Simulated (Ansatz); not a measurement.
# CoSi (Pm-3m) in Ansatz: a series of runs

Runs on CoSi. Level: PBEsol. Tasks: single point, equation of state.

Program: Ansatz 0.2.0. These are calculated values, not measurements. Logs are shortened: lines on timing, memory, paths and dates and some standing lists are left out, and cuts for length are marked.

### Step 1. Starting point

It takes space group Pm-3m (No. 221, cubic). Conventional cell: a = 2.781 Å, b = 2.781 Å, c = 2.781 Å, α = 90.00°, β = 90.00°, γ = 90.00°. Co (site symmetry m-3m) has 8 Si at 2.41 Å as nearest neighbours. Si (site symmetry m-3m) is surrounded by 8 Co at 2.41 Å.

Measurements of this composition are mostly on another form, of space group No. 198.

### Step 2. Single point, PBEsol, collinear spin, ferromagnetic start, 10.11 Å³/atom (volume scaled by 0.94)

The input, input.yaml:

```yaml
crystal:
  lattice:
    - [2.7245561501, 0.0, 0.0]
    - [0.0, 2.7245561501, 0.0]
    - [0.0, 0.0, 2.7245561501]
  atoms:
    - { symbol: Co, position: [0.0, 0.0, 0.0], spin: 2.0 }
    - { symbol: Si, position: [0.5, 0.5, 0.5] }
kpoints:
  mp_grid: { grid: [10, 10, 10] }
scf:
  occupations: { method: fermi_dirac, width: 0.05 }
hamiltonian:
  xc: pbesol
  pseudopotentials: { kind: all_electron, lapw: { basis_error: 0.001 } }
magnetization:
  spin_polarized: true
output:
  forces: true
  stress: true
  eigenvalues: true
```

Potentials or basis: all-electron LAPW, scalar-relativistic.

On the command line:

```bash
$ ansatz run input.yaml --threads 2 --pin off --max-ram 6144MiB --backend cpu --events-out ev --progress --plain --runs-dir out
```

Standard output:

```text
Warning: RAYON_NUM_THREADS=2 ignored (pool sized by the plan → 2); use --threads N
LAPW: plane waves up to 8.672 Å⁻¹, error target 1.0e-3 eV per atom; small_component_spin mean_spin; Si in spheres of 1.076 Å, 12 of its electrons in bands, Dirac shells []; Co in spheres of 1.284 Å, 17 of its electrons in bands, Dirac shells [] (how accurate: hamiltonian.pseudopotentials.lapw.basis_error, Limitations)
Engine: ansatz 0.2.0, x86_64-unknown-linux-gnu
Pseudopotentials: kind: all_electron
Pseudopotential: Co, LAPW, valence charge 17, lapw/all_electron/scalar/gaussian/Co, Koelling and Harmon's equation, gaussian nucleus
Pseudopotential: Si, LAPW, valence charge 12, lapw/all_electron/scalar/gaussian/Si, Koelling and Harmon's equation, gaussian nucleus
Functional definition: PBEsol
  exchange = pbesol_x
  correlation = pbesol_c
Crystal: 2 atoms, lattice volume = 20.225 Å³
Basis set: ecut = 286.49707002631544 eV, 251 PW (Γ), exchange–correlation at level 2
Bands: 20, of which v1, the nominal top of the filled ones, is band 15 counted from 1 (14 counted from 0)
Symmetry: 48 space group operations
Space group: Pm-3m (ITA 221), of the structure as read, at distance tolerance 2.7e-5 Å
Magnetic group: BNS 221.92 (UNI 1594), of the structure as read, at distance tolerance 2.7e-5 Å
k-points: 56 of 1000
Non-local potential: Co, projectors of the file, none
Non-local potential: Si, projectors of the file, none
Initial density: superposition of atomic densities (chi_scale 0.1, normalization cell)
Starting moments: Σ|m| = 2 μB on 1 of 2 sites
Initial wavefunctions: plane waves of lowest kinetic energy (no species holds an atomic orbital)
Functional: x = pbesol(κ = 0.804, μ = 0.12345679012345678), c = pbesol(β = 0.046)
iter 1 solved again at ethr=1.80e-3 eV; its pass at ethr=1.00e-1 eV (dr2=5.21e-1 eV) is discarded
SCF iter   1: F=—  HF=-45763.848631 eV  |F-HF|=—  |Δ(HF+E_count)|=         —  Δρ=6.39e-2 (↑4.10e-2 ↓6.39e-2)  dr2=5.20e-1  dr2_m=4.49e-1  M=0.561 μB ∫|m|=0.627 μB  β_m=0.30  ethr=1.80e-3  ⟨swp⟩=2.0  Hψ=15568  notcnv=0
Mixer restart at iter 1: flushing history
preconditioner: auto → none  [metal: Δε(μ)=0.027 eV  Ē_g=11.201 eV  σ=0.050 eV  W_gap=0.13  n_scr=6 (ndim 8)  ℏωp=29.8 eV  f_vac=0.000  D(μ)=1.68/eV (n_scr^D=18)  sad-step TF]
SCF iter   2: F=—  HF=-45763.659233 eV  |F-HF|=—  |Δ(HF+E_count)|=   1.89e-1  Δρ=4.48e-2 (↑3.06e-2 ↓4.48e-2)  dr2=2.36e-1  dr2_m=2.34e-1  M=0.533 μB ∫|m|=0.594 μB  β_m=0.65  ethr=1.79e-3  ⟨swp⟩=2.0  Hψ=6386  notcnv=0
SCF iter   3: F=—  HF=-45763.909303 eV  |F-HF|=—  |Δ(HF+E_count)|=   2.50e-1  Δρ=2.45e-2 (↑1.30e-2 ↓2.45e-2)  dr2=3.52e-1  dr2_m=1.14e-2  M=0.325 μB ∫|m|=0.353 μB  β_m=0.47  ethr=8.12e-4  ⟨swp⟩=2.4  Hψ=6471  notcnv=0
iter 4 solved again at ethr=4.87e-6 eV; its pass at ethr=8.12e-4 eV (dr2=1.41e-3 eV) is discarded
SCF iter   4: F=—  HF=-45763.428327 eV  |F-HF|=—  |Δ(HF+E_count)|=   4.81e-1  Δρ=4.71e-3 (↑3.25e-3 ↓4.71e-3)  dr2=1.43e-3  dr2_m=2.24e-3  M=0.477 μB ∫|m|=0.499 μB  β_m=0.59  ethr=4.87e-6  ⟨swp⟩=2.8  Hψ=11465  notcnv=0
SCF iter   5: F=—  HF=-45763.430373 eV  |F-HF|=—  |Δ(HF+E_count)|=         —  Δρ=9.44e-4 (↑8.23e-4 ↓9.44e-4)  dr2=1.70e-4  dr2_m=4.64e-5  M=0.478 μB ∫|m|=0.499 μB  β_m=0.79  ethr=4.87e-6  ⟨swp⟩=2.9  Hψ=6159  notcnv=0
the basis was enlarged: its passes take 1.2 MiB over the memory plan, 2 of 2 planned eigensolver slots
SCF iter   6: F=—  HF=-45763.431192 eV  |F-HF|=—  |Δ(HF+E_count)|=   8.19e-4  Δρ=1.96e-4 (↑1.38e-4 ↓1.96e-4)  dr2=5.45e-6  dr2_m=3.93e-6  M=0.478 μB ∫|m|=0.498 μB  β_m=0.82  ethr=5.85e-7  ⟨swp⟩=3.0  Hψ=6410  notcnv=0
SCF iter   7: F=—  HF=-45763.431200 eV  |F-HF|=—  |Δ(HF+E_count)|=   7.38e-6  Δρ=5.30e-5 (↑3.89e-5 ↓5.30e-5)  dr2=5.06e-7  dr2_m=3.12e-7  M=0.479 μB ∫|m|=0.498 μB  β_m=0.91  ethr=1.88e-8  ⟨swp⟩=2.8  Hψ=6054  notcnv=0
SCF iter   8: F=—  HF=-45763.431201 eV  |F-HF|=—  |Δ(HF+E_count)|=   1.10e-6  Δρ=4.16e-6 (↑4.16e-6 ↓2.73e-6)  dr2=9.10e-10  dr2_m=2.07e-9  M=0.479 μB ∫|m|=0.499 μB  β_m=0.94  ethr=1.74e-9  ⟨swp⟩=2.9  Hψ=6113  notcnv=0
SCF iter   9: F=—  HF=-45763.431201 eV  |F-HF|=—  |Δ(HF+E_count)|=   2.43e-8  Δρ=2.51e-6 (↑2.23e-6 ↓2.51e-6)  dr2=7.55e-11  dr2_m=1.03e-9  M=0.479 μB ∫|m|=0.499 μB  β_m=0.97  ethr=3.14e-12  ⟨swp⟩=3.1  Hψ=6582  notcnv=0
SCF iter  10: F=-45763.431201 eV  HF=-45763.431201 eV  |F-HF|=1.45e-9  |Δ(HF+E_count)|=   1.34e-9  Δρ=7.94e-7 (↑5.38e-7 ↓7.94e-7)  dr2=5.06e-10  dr2_m=4.89e-12  M=0.480 μB ∫|m|=0.499 μB  ethr=1.50e-12 (applied; sched 1.00e-12)  ⟨swp⟩=3.0  Hψ=6284  notcnv=0
SCF 1 converged in 10 iterations: F = -45763.431201 eV  dr2 = 5.06e-10
SCF converged after 10 iterations
Magnetization: 0.4795 μB (14.7398 up, 14.2602 down)
Absolute magnetization: 0.4992 μB (∫|ρ↑−ρ↓|)
Spin contamination: 0.0054 ħ² per cell (⟨S²⟩ above its minimum at these occupations)
Per-site moments (μB) at R_I (Å): [(0.4791103549847513, 1.2840125826620532), (0.007333788250499573, 1.0755222222018663)]
Free energy (F): -45763.431201 eV
Harris-Foulkes:  -45763.431201 eV  (|F-HF|=1.45e-9)
Internal energy: -45763.415534 eV  (E = F + TS)
E sigma→0 (E₀):  -45763.423368 eV
Entropy (-TS):   -0.015666 eV (-7.833 meV/atom)
Fermi energy:    20.100952 eV
--- Per-component energies (eV) ---
  E_band       = -830.935074
  E_kinetic    = 46345.288782
  E_xc         = -2149.264007
  E_electrostatic = -89959.440309  (all electrons and nuclei)
  E_smearing   = -0.015666  (= −TS)
  E_closure    = 0.000000  (closes the sum)
  E_atoms      = -45747.650237  (free atoms, spherical and without spin; not in F)
  Σ components = -45763.431201   (vs F -45763.431201, Δ=0.00e0)
  Basis errors (estimates in eV, not in F): energy 2.9e-4 per atom: plane waves 2.5e-4 (1.3e-4 summed), levels above the bands 8.2e-89, relativity 7.6e-9, radial functions 4.1e-5, core shells 7.9e-10; eigenvalues (radial functions only) 2.4e-6; not estimated: angular momenta, meshes, grids; target (lapw.basis_error) 1.0e-3; muffin-tin radii Si 1.076 Å, Co 1.284 Å
--- Forces (eV/Å), atoms counted from 1 ---
  atom   1  Co    -0.00000000     0.00000000     0.00000000
  atom   2  Si     0.00000000    -0.00000000    -0.00000000
  max |Σ_I F_I| component: 8.22e-32 eV/Å
--- Stress (GPa, compression-positive) ---
        7.750707       0.000000       0.000000
        0.000000       7.750707       0.000000
        0.000000       0.000000       7.750707
  P = ⅓ Tr σ = 7.7507 GPa (77.507 kbar)
--- Band table (eV; the first three rows and the last of 112) ---
  k-point 0 ↑: bands = ["-114.5782", "-75.2005", "-70.8632", "-70.8632", "-70.8632", "-38.6348", "-38.6348", "-38.6348", "5.2373", "15.6158", "15.6158", "18.4494", "18.4494", "18.4494", "23.2168", "23.2168", "23.2168", "27.7067", "27.7067", "33.1694"]
  k-point 1 ↑: bands = ["-114.5782", "-75.1999", "-70.8636", "-70.8631", "-70.8631", "-38.6421", "-38.6342", "-38.6342", "5.4395", "15.5121", "15.6865", "18.2689", "18.2689", "18.4652", "22.0414", "23.5674", "23.5674", "27.6241", "28.8120", "33.8349"]
  k-point 2 ↑: bands = ["-114.5781", "-75.1985", "-70.8646", "-70.8630", "-70.8630", "-38.6611", "-38.6326", "-38.6326", "6.0384", "14.9940", "15.8790", "17.8674", "17.8674", "18.5068", "20.3988", "24.4864", "24.4864", "27.3905", "30.2552", "35.9433"]
  k-point 55 ↓: bands = ["-114.5737", "-74.6189", "-70.8625", "-70.8625", "-70.8625", "-38.1471", "-38.1471", "-38.1471", "13.8146", "13.8146", "13.8146", "18.7996", "19.8836", "19.8836", "21.2621", "21.2621", "21.2621", "24.0741", "24.0741", "24.0741"]
```

It took 3.9 s on 2 threads of AMD EPYC 9R45 (Zen 5), shared host; peak memory 0.49 GiB.

Results:

```yaml
Free_energy: -45763.4312 eV
Pressure: 7.8 GPa
Band_gap_on_the_k_mesh: none (metal or under the smearing width)
Net_moment: 0.48 μB per cell
Absolute_moment: 0.50 μB per cell
Site_moments: Co +0.48; Si +0.01 μB
```

### Step 3. Single point, PBEsol, collinear spin, ferromagnetic start, 10.33 Å³/atom (volume scaled by 0.96)

Edit input.yaml of step 2 so:

```diff
@@ -2,5 +2,5 @@
   lattice:
-    - [2.7245561501, 0.0, 0.0]
-    - [0.0, 2.7245561501, 0.0]
-    - [0.0, 0.0, 2.7245561501]
+    - [2.7437437974, 0.0, 0.0]
+    - [0.0, 2.7437437974, 0.0]
+    - [0.0, 0.0, 2.7437437974]
   atoms:
```

Potentials or basis: all-electron LAPW, scalar-relativistic.

On the command line:

```bash
$ ansatz run input.yaml --threads 2 --pin off --max-ram 6144MiB --backend cpu --events-out ev --progress --plain --runs-dir out
```

Wall time 4 s (2 threads of AMD EPYC 9R45 (Zen 5), shared host); peak memory 0.49 GiB.

Results (log left out):

```yaml
Free_energy: -45763.4449 eV
Pressure: 2.6 GPa
Band_gap_on_the_k_mesh: none (metal or under the smearing width)
Net_moment: 0.51 μB per cell
Absolute_moment: 0.53 μB per cell
Site_moments: Co +0.51; Si +0.01 μB
```

### Step 4. Single point, PBEsol, collinear spin, ferromagnetic start, 10.54 Å³/atom (volume scaled by 0.98)

Edit input.yaml of step 3 so:

```diff
@@ -2,5 +2,5 @@
   lattice:
-    - [2.7437437974, 0.0, 0.0]
-    - [0.0, 2.7437437974, 0.0]
-    - [0.0, 0.0, 2.7437437974]
+    - [2.7626667664, 0.0, 0.0]
+    - [0.0, 2.7626667664, 0.0]
+    - [0.0, 0.0, 2.7626667664]
   atoms:
```

On the command line:

```bash
$ ansatz run input.yaml --threads 2 --pin off --max-ram 6144MiB --backend cpu --events-out ev --progress --plain --runs-dir out
```

It took 4.3 s on 2 threads of AMD EPYC 9R45 (Zen 5), shared host; peak memory 0.49 GiB.

It converged, with:

| Item | Value |
| --- | --- |
| Free energy | -45763.4454 eV |
| Pressure | -2.1 GPa |
| Band gap on the k mesh | none (metal or under the smearing width) |
| Net moment | 0.52 μB per cell |
| Absolute moment | 0.55 μB per cell |
| Site moments | Co +0.53; Si +0.01 μB |

### Step 5. Single point, PBEsol, collinear spin, ferromagnetic start, 10.76 Å³/atom

Edit input.yaml of step 4 so:

```diff
@@ -2,5 +2,5 @@
   lattice:
-    - [2.7626667664, 0.0, 0.0]
-    - [0.0, 2.7626667664, 0.0]
-    - [0.0, 0.0, 2.7626667664]
+    - [2.781334, 0.0, 0.0]
+    - [0.0, 2.781334, 0.0]
+    - [0.0, 0.0, 2.781334]
   atoms:
```

On the command line:

```bash
$ ansatz run input.yaml --threads 2 --pin off --max-ram 6144MiB --backend cpu --events-out ev --progress --plain --runs-dir out
```

It took 4.1 s on 2 threads of AMD EPYC 9R45 (Zen 5), shared host; peak memory 0.48 GiB.

Results (log left out):

```
Free energy            : -45763.4339 eV
Pressure               : -6.4 GPa
Band gap on the k mesh : none (metal or under the smearing width)
Net moment             : 0.53 μB per cell
Absolute moment        : 0.56 μB per cell
Site moments           : Co +0.54; Si +0.01 μB
```

### Step 6. Single point, PBEsol, collinear spin, ferromagnetic start, 10.97 Å³/atom (volume scaled by 1.02)

Edit input.yaml of step 5 so:

```diff
@@ -2,5 +2,5 @@
   lattice:
-    - [2.781334, 0.0, 0.0]
-    - [0.0, 2.781334, 0.0]
-    - [0.0, 0.0, 2.781334]
+    - [2.7997539673, 0.0, 0.0]
+    - [0.0, 2.7997539673, 0.0]
+    - [0.0, 0.0, 2.7997539673]
   atoms:
```

Potentials or basis: all-electron LAPW, scalar-relativistic.

On the command line:

```bash
$ ansatz run input.yaml --threads 2 --pin off --max-ram 6144MiB --backend cpu --events-out ev --progress --plain --runs-dir out
```

Run time: 3.9 s. Hardware: 2 threads of AMD EPYC 9R45 (Zen 5), shared host; peak memory 0.49 GiB.

It converged, with:

```
Free energy            : -45763.4113 eV
Pressure               : -10.3 GPa
Band gap on the k mesh : none (metal or under the smearing width)
Net moment             : 0.54 μB per cell
Absolute moment        : 0.58 μB per cell
Site moments           : Co +0.55; Si +0.00 μB
```

### Step 7. Single point, PBEsol, collinear spin, ferromagnetic start, 11.19 Å³/atom (volume scaled by 1.04)

Edit input.yaml of step 6 so:

```diff
@@ -2,5 +2,5 @@
   lattice:
-    - [2.7997539673, 0.0, 0.0]
-    - [0.0, 2.7997539673, 0.0]
-    - [0.0, 0.0, 2.7997539673]
+    - [2.8179346973, 0.0, 0.0]
+    - [0.0, 2.8179346973, 0.0]
+    - [0.0, 0.0, 2.8179346973]
   atoms:
```

On the command line:

```bash
$ ansatz run input.yaml --threads 2 --pin off --max-ram 6144MiB --backend cpu --events-out ev --progress --plain --runs-dir out
```

Run time: 4.1 s. Hardware: 2 threads of AMD EPYC 9R45 (Zen 5), shared host; peak memory 0.49 GiB.

It converged, with:

| Quantity | Value |
| --- | --- |
| Free energy | -45763.3789 eV |
| Pressure | -13.8 GPa |
| Band gap on the k mesh | none (metal or under the smearing width) |
| Net moment | 0.55 μB per cell |
| Absolute moment | 0.59 μB per cell |
| Site moments | Co +0.56; Si +0.00 μB |

### Step 8. Single point, PBEsol, collinear spin, ferromagnetic start, 11.40 Å³/atom (volume scaled by 1.06)

Edit input.yaml of step 7 so:

```diff
@@ -2,5 +2,5 @@
   lattice:
-    - [2.8179346973, 0.0, 0.0]
-    - [0.0, 2.8179346973, 0.0]
-    - [0.0, 0.0, 2.8179346973]
+    - [2.8358838098, 0.0, 0.0]
+    - [0.0, 2.8358838098, 0.0]
+    - [0.0, 0.0, 2.8358838098]
   atoms:
```

On the command line:

```bash
$ ansatz run input.yaml --threads 2 --pin off --max-ram 6144MiB --backend cpu --events-out ev --progress --plain --runs-dir out
```

Wall time 4.3 s (2 threads of AMD EPYC 9R45 (Zen 5), shared host); peak memory 0.49 GiB.

It converged, with:

```
Free energy            : -45763.3375 eV
Pressure               : -16.9 GPa
Band gap on the k mesh : none (metal or under the smearing width)
Net moment             : 0.56 μB per cell
Absolute moment        : 0.61 μB per cell
Site moments           : Co +0.58; Si +0.00 μB
```

### Step 9. Equation of state, PBEsol, collinear spin, ferromagnetic start

Potentials or basis: all-electron LAPW, scalar-relativistic.

This step only gathers the single runs of the series.

What came out:

```yaml
Equilibrium_volume: 10.44 Å³/atom
Bulk_modulus: 227 GPa
Pressure_derivative_of_the_bulk_modulus: 3.7
```

Energy against volume, from the lowest point:
| volume (Å³/atom) | energy (meV/atom) |
| --- | --- |
| 10.112 | 7.10 |
| 10.328 | 0.26 |
| 10.543 | 0.00 |
| 10.758 | 5.78 |
| 10.973 | 17.04 |
| 11.188 | 33.26 |
| 11.403 | 53.94 |
